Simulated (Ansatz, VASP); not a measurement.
ZrSiO4 (Zircon) in VASP and in Ansatz

Contents of INCAR:

```
ALGO = Normal ; EDIFF = 1E-7
ENCUT = 520 ; GGA = PE
ISIF = 2 ; ISMEAR = -1
LASPH = T ; LCHARG = F
LREAL = F ; LWAVE = F
NBANDS = 52 ; NELM = 100
PREC = Accurate ; SIGMA = 0.05
```

The input KPOINTS:

```
k-points
0
Gamma
  6 6 6
```

The input POSCAR:

```
ZrSiO4
1.0
   -3.3682909589      3.3682909589      3.0496619519
    3.3682909589     -3.3682909589      3.0496619519
    3.3682909589      3.3682909589     -3.0496619519
Zr Si O
2 2 8
Direct
    0.0000000000      0.0000000000      0.0000000000
    0.7500000000      0.2500000000      0.5000000000
    0.5000000000      0.5000000000      0.0000000000
    0.2500000000      0.7500000000      0.5000000000
    0.6797000000      0.4958000000      0.8161000000
    0.2458000000      0.9297000000      0.3161000000
    0.6797000000      0.8636000000      0.1839000000
    0.6136000000      0.9297000000      0.6839000000
    0.0703000000      0.3864000000      0.3161000000
    0.5042000000      0.3203000000      0.1839000000
    0.0703000000      0.7542000000      0.6839000000
    0.1364000000      0.3203000000      0.8161000000
```

input.yaml

```yaml
crystal:
  lattice:
    - [-3.3682909589, 3.3682909589, 3.0496619519]
    - [3.3682909589, -3.3682909589, 3.0496619519]
    - [3.3682909589, 3.3682909589, -3.0496619519]
  atoms:
    - { symbol: Zr, position: [0.0, 0.0, 0.0] }
    - { symbol: Zr, position: [0.75, 0.25, 0.5] }
    - { symbol: Si, position: [0.5, 0.5, 0.0] }
    - { symbol: Si, position: [0.25, 0.75, 0.5] }
    - { symbol: O, position: [0.6797, 0.4958, 0.8161] }
    - { symbol: O, position: [0.2458, 0.9297, 0.3161] }
    - { symbol: O, position: [0.6797, 0.8636, 0.1839] }
    - { symbol: O, position: [0.6136, 0.9297, 0.6839] }
    - { symbol: O, position: [0.0703, 0.3864, 0.3161] }
    - { symbol: O, position: [0.5042, 0.3203, 0.1839] }
    - { symbol: O, position: [0.0703, 0.7542, 0.6839] }
    - { symbol: O, position: [0.1364, 0.3203, 0.8161] }
hamiltonian:
  xc: pbe
  pseudopotentials: { kind: paw }
kpoints:
  mp_grid: { grid: [6, 6, 6] }
scf:
  occupations: { method: fermi_dirac, width: 0.05 }
output:
  forces: true
  stress: true
  eigenvalues: true
  write_density: true
  write_potential: true
  elf: true
  volumetric_format: npy
```

Change from the starting cell: volume scaled by 1.06.

Alike in both runs: task single point; functional PBE; k mesh 6 × 6 × 6; occupations fermi-dirac, width 0.05 eV; no spin polarisation.

```csv
,VASP,Ansatz
version,VASP 6.6.1,Ansatz 0.2.0
potentials or method,"VASP PAW PBE potentials, release 64 (Zr_sv, Si, O)",Ansatz PAW
plane-wave cutoff (eV),520,420
valence electrons in the cell,80,80
```

Ansatz gave:

- gap on the k mesh at the Fermi level (eV): 4.44
- least direct gap on the mesh (eV): 4.63
- pressure (GPa): -6.4
- largest component of the traceless stress (GPa): 1.28
- rms of the force components (eV/Å): 0.088

Problem. What did VASP give for the same quantities?

Solution. gap on the k mesh at the Fermi level (eV): 4.44; least direct gap on the mesh (eV): 4.63; pressure (GPa): -6.1; largest component of the traceless stress (GPa): 1.08; rms of the force components (eV/Å): 0.071.

Atom by atom the forces differ by 0.018 eV/Å (rms over components).

Caveats: the pressure holds a Pulay correction of +0.7 GPa for the finite cutoff (Ansatz). A k mesh can miss the band edges.
